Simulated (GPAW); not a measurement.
Here is a GPAW 26.7.0 calculation.

POSCAR

```
Ti
1.0
    2.9500000000      0.0000000000      0.0000000000
   -1.4750000000      2.5547749412      0.0000000000
    0.0000000000      0.0000000000      4.6800000000
Ti
2
Direct
    0.6666666667      0.3333333333      0.7500000000
    0.3333333333      0.6666666667      0.2500000000
```

Potentials or basis: GPAW PAW data sets (gpaw-data 1.2.1), pw.

Launch:

```sh
$ OMP_NUM_THREADS=1 gpaw run POSCAR -p 'mode=PW(600),xc=PBE,kpts={size:(10,10,6),gamma:True},occupations={name:fermi-dirac,width:0.05},nbands=24,convergence={density:1e-05,energy:1e-05},maxiter=150,txt=gpaw.txt' --properties efs -w gs.gpw
```

Q: Estimate the pressure.

A: -2.0 GPa.

Q: What does it give for the band gap on the k mesh?

A: None (metal or under the smearing width).

Stress tensor (GPa, compression positive):
```
-1.87  0.00  0.00
 0.00 -1.87  0.00
 0.00  0.00 -2.31
```
